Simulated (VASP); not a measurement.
Set up this calculation in VASP 6.6.1, as the native input.

- Task: relaxation of the atoms
- Functional: PBEsol
- Dispersion: D3
- Potentials or basis: VASP PAW PBE potentials, release 64 (Sb, Mg)
- Cutoff: 520 eV
- k mesh: 5 × 5 × 1
- Occupations: fermi-dirac, width 0.05 eV
- Spin: no spin polarisation
- Dipole correction: yes
- Atoms held fixed (from 0): [0, 4, 5, 1, 6]
- Further INCAR settings: ALGO = Normal; EDIFF = 1e-07; IBRION = 2; EDIFFG = -0.01; NSW = 60

The structure of Mg3Sb2 lies in POSCAR:

```
Mg3Sb2
1.0
    4.5820006928      0.0000000000      0.0000000000
   -2.2910003464      3.9681290001      0.0000000000
    0.0000000000      0.0000000000     27.7856600000
Sb Mg
4 6
Selective dynamics
Direct
    0.3333333333      0.6666666666      0.2699234065  F F F
    0.6666666667      0.3333333334      0.4080997176  F F F
    0.3333333333      0.6666666666      0.5306334275  T T T
    0.6666666667      0.3333333334      0.6688097385  T T T
    0.6666666667      0.3333333334      0.3051192594  F F F
    0.3333333333      0.6666666666      0.3729038648  F F F
    0.0000000000      0.0000000000      0.4693665725  F F F
    0.6666666667      0.3333333334      0.5658292803  T T T
    0.3333333333      0.6666666666      0.6336138857  T T T
    0.0000000000      0.0000000000      0.7300765935  T T T
```

The input as run:

INCAR

```
SYSTEM = Mg3Sb2
PREC = Accurate
ENCUT = 520
EDIFF = 1E-7
ISMEAR = -1
SIGMA = 0.05
LREAL = .FALSE.
LASPH = .TRUE.
NELM = 80
ALGO = Normal
ISIF = 2
LWAVE = .FALSE.
LCHARG = .FALSE.
LDIPOL = .TRUE.
IDIPOL = 3
DIPOL = 0.5 0.5 0.495
GGA = PS
IVDW = 11
IBRION = 2
NSW = 60
EDIFFG = -0.01
```

KPOINTS

```
regular mesh
0
G
  5 5 1
  0 0 0
```

Potentials or basis: VASP PAW PBE potentials, release 64 (Sb, Mg).

Command:

```console
$ cat potpaw_PBE.64/Sb/POTCAR potpaw_PBE.64/Mg/POTCAR > POTCAR
$ mpirun -np 1 vasp_std > vasp.out
```

Results of the run:

```
Energy gained by relaxing  : 28.0 meV/atom
Ionic steps                : 20
Band gap on the k mesh     : none (metal or under the smearing width)
Dispersion energy per atom : -0.162 eV
```

Wall time 21 min on 1 thread of Intel(R) Xeon(R) Platinum 8488C (Sapphire Rapids) (shared host), peak memory 0.68 GiB.
